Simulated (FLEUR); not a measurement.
Runs of FLEUR MaX-R8.1 (later development tree) on Ti. It takes space group P6_3/mmc (No. 194, hexagonal). Conventional cell: a = 2.950 Å, b = 2.950 Å, c = 4.680 Å, α = 90.00°, β = 90.00°, γ = 120.00°. Ti (site symmetry -6m2) is surrounded by 12 Ti at 2.89 to 2.95 Å. 

```csv
task,level,spin,U,smearing,gmax,muffin-tin radii,lnonsphr,local orbitals a species,max iterations,kmax,gap on the mesh (eV),V0 of scaled cells (Å³/atom),B0 (GPa)
equation of state,PBEsol,off,-,fermi-dirac 0.05 eV,12.7 1/bohr,Ti 2.46 bohr,-,Ti 5,-,4.1 1/bohr,-,16.73,118
equation of state,PBE,off,-,fermi-dirac 0.05 eV,12.7 1/bohr,Ti 2.46 bohr,-,Ti 5,-,4.1 1/bohr,-,17.40,111
single point,PBE,off,-,fermi-dirac 0.05 eV,12.7 1/bohr,Ti 2.46 bohr,-,Ti 5,60,4.1 1/bohr,none,-,-
single point,WC+U,"collinear, antiferromagnetic start","Ti d U = 4 eV, J = 0.5 eV",gaussian 0.1 eV,11.8 1/bohr,Ti 2.53 bohr,-,Ti 4,100,3.8 1/bohr,none,-,-
equation of state,BLYP,off,-,fermi-dirac 0.05 eV,12.7 1/bohr,Ti 2.46 bohr,-,Ti 5,-,4.1 1/bohr,-,(b),106
equation of state,SCAN,off,-,fermi-dirac 0.05 eV,12.7 1/bohr,Ti 2.46 bohr,-,Ti 5,-,4.1 1/bohr,-,(a),120
```

Alike in all rows: potentials or basis all-electron, FLAPW; cell as given; k mesh 10 × 10 × 6.

Q: Fill in the values left out.

A: (a) 17.18; (b) 17.78.

Caveats: the cell was scaled at fixed shape and fractional positions, which overstates the stiffness of a crystal with free parameters, most of all of layers and chains (some runs); with Gaussian smearing the program prints no entropy term, so the energy of a metal isn't a free energy (some runs); the U is typed as a test and isn't derived for this compound (some runs); the meta-GGA is that of a development version, with a GGA for the radial functions and cores and without core tails (some runs).

A k mesh can miss the band edges.

A gap of «none» marks a metal or a gap under the smearing width.

Not every run made on this cell is shown here.
